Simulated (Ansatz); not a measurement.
AlN in the NiAs structure, relaxed with r2SCAN: 6 runs in Ansatz, each a calculation of independent-particle optics. The symmetry is P6_3/mmc (No. 194, hexagonal); a = 2.833 Å, c = 4.841 Å in the conventional setting, 8.41 Å³ an atom. Al has 6 N at 2.03 Å; N has 6 Al at 2.03 Å. (Calculated; spin-unpolarised; the phase may be known or hypothetical.)

```xyz
4
Lattice="2.8329 0.0000 0.0000 -1.4164 2.4533 0.0000 0.0000 0.0000 4.8410" Properties=species:S:1:pos:R:3 pbc="T T T"
Al    0.0000    0.0000    0.0000
Al    0.0000    0.0000    2.4205
N     0.0000    1.6355    1.2103
N     1.4164    0.8178    3.6308
```

On meshes this coarse, single peaks can be features of the mesh. No local fields, no excitons; the zone sum runs over the cells of the mesh, and ε∞ includes the bands left out of the spectrum. Up to four peaks are listed, those above 15 % of the tallest and inside the complete range; the four can differ from row to row. Rows marked drawn have settings drawn at random (some not listed).

| functional | k mesh | broadening (eV) | scissors (eV) | range (eV) | settings | direct gap on the mesh before scissors (eV) | ε∞ xx | ε∞ yy | ε∞ zz | complete up to (eV) | tallest peaks of mean ε₂ (eV) |
| --- | --- | --- | --- | --- | --- | --- | --- | --- | --- | --- | --- |
| r2SCAN | 12×12×6 | 0.1 | 0.00 | 0–20 | chosen | 5.91 | 4.78 | 4.78 | 4.95 | 20.0 | 9.00 9.85 11.15 13.35 |
| LDA | 12×12×6 | 0.1 | 0.00 | 0–20 | chosen | 5.25 | 5.37 | 5.37 | 5.63 | 20.0 | 8.05 8.95 10.10 12.20 |
| PBEsol | 6×6×4 | 0.15 | 0.00 | 0.5–15 | drawn | 5.15 | 5.40 | 5.40 | 5.65 | 15.0 | 8.00 9.00 11.20 12.20 |
| PBE | 9×9×4 | 0.15 | 2.50 | 0.5–10 | drawn | 5.17 | 4.44 | 4.44 | 4.61 | 10.0 | none |

Question: Estimate from these rows what the further settings give.

| functional | k mesh | broadening (eV) | scissors (eV) | range (eV) | settings |
| --- | --- | --- | --- | --- | --- |
| PBE | 12×12×6 | 0.1 | 0.00 | 0–20 | chosen |
| PBE | 12×12×6 | 0.1 | 1.52 (to HSE06) | 0–20 | chosen |

Answer:
```json
{"functional": "PBE", "k mesh": "12×12×6", "broadening (eV)": "0.1", "scissors (eV)": "0.00", "range (eV)": "0–20", "settings": "chosen", "direct gap on the mesh before scissors (eV)": "5.17", "ε∞ xx": "5.31", "ε∞ yy": "5.31", "ε∞ zz": "5.55", "complete up to (eV)": "20.0", "tallest peaks of mean ε₂ (eV)": "8.15 9.05 10.20 12.35"}
{"functional": "PBE", "k mesh": "12×12×6", "broadening (eV)": "0.1", "scissors (eV)": "1.52 (to HSE06)", "range (eV)": "0–20", "settings": "chosen", "direct gap on the mesh before scissors (eV)": "5.17", "ε∞ xx": "4.73", "ε∞ yy": "4.73", "ε∞ zz": "4.93", "complete up to (eV)": "20.0", "tallest peaks of mean ε₂ (eV)": "9.65 10.55 11.75 13.90"}
```

The fundamental gap is indirect (4.92 eV with PBE on 12×12×6); the table holds the direct one.
